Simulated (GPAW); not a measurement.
Write an ASE script for GPAW 26.7.0 that does the following.

```yaml
Task: relaxation of cell and atoms
Functional: PBEsol
Dispersion: D3(BJ)
Potentials_or_basis: PAW data sets generated in the run's folder for this functional
Cutoff: 600 eV
Basis: pw
k_mesh: 9 × 9 × 5
Occupations: fermi-dirac, width 0.05 eV
Spin: no spin polarisation
Maxiter: 150
Optimizer: BFGS
Fmax: 0.02 eV/Å
Max_steps: 60
Convergence: density=1e-05 forces=0.0001
```

Crystal: Ti.

```
Ti
1.0
     2.95000    0.00000    0.00000
    -1.47500    2.55477    0.00000
     0.00000    0.00000    4.68000
Ti
2
Direct
  0.66667 0.33333 0.75000
  0.33333 0.66667 0.25000
```

One way to write it, as run:

run.py

```python
from ase import Atoms
from ase.calculators.mixing import SumCalculator
from ase.filters import FrechetCellFilter
from ase.io import write
from ase.optimize import BFGS
from dftd3.ase import DFTD3
from gpaw import GPAW, PW, setup_paths

setup_paths.insert(0, '.')

atoms = Atoms(['Ti', 'Ti'],
              cell=[[2.95, 0.0, 0.0],
                    [-1.475, 2.5547749412, 0.0],
                    [0.0, 0.0, 4.68]],
              scaled_positions=[[0.6666666667, 0.3333333333, 0.75],
                                [0.3333333333, 0.6666666667, 0.25]],
              pbc=True)

calc = GPAW(mode=PW(600),
            xc='PBEsol',
            kpts={'size': (9, 9, 5), 'gamma': True},
            occupations={'name': 'fermi-dirac', 'width': 0.05},
            nbands=24,
            convergence={'density': 1e-05, 'forces': 0.0001},
            maxiter=150,
            txt='gpaw.txt')
atoms.calc = SumCalculator([calc, DFTD3(method='pbesol', damping='d3bj')])
opt = BFGS(FrechetCellFilter(atoms), trajectory='relax.traj', logfile='-')
done = opt.run(fmax=0.02, steps=60)
calc.write('gs.gpw')
write('result.traj', atoms)
print('Converged:', done)
print('Cell:', atoms.cell.cellpar().round(4))
print('Volume:', round(atoms.get_volume(), 4))
print(atoms.get_scaled_positions().round(5))
```

Potentials or basis: PAW data sets generated in the run's folder for this functional, pw.

Command:

```sh
$ gpaw-setup -f PBEsol Ti
$ OMP_NUM_THREADS=1 python run.py
```

It gave:

The relaxed volume is 15.84 Å³/atom and the relaxed cell is a = 2.848 Å, b = 2.848 Å, c = 4.510 Å, α = 90.00°, β = 90.00°, γ = 120.00°. The space group after relaxing (to 0.05 Å) is P6_3/mmc (No. 194), the energy gained by relaxing is 61.9 meV/atom and the ionic steps are 4. The pressure after relaxing is -0.1 GPa and the band gap on the k mesh is none (metal or under the smearing width). The dispersion energy per atom is -0.658 eV.

Caveat: later steps reuse the first step's grids; pairwise dispersion overbinds metals, which lowers pressure and volume.

It took 110 s on 1 thread of Arm Neoverse V1, with other jobs on the host, peak memory 0.25 GiB.
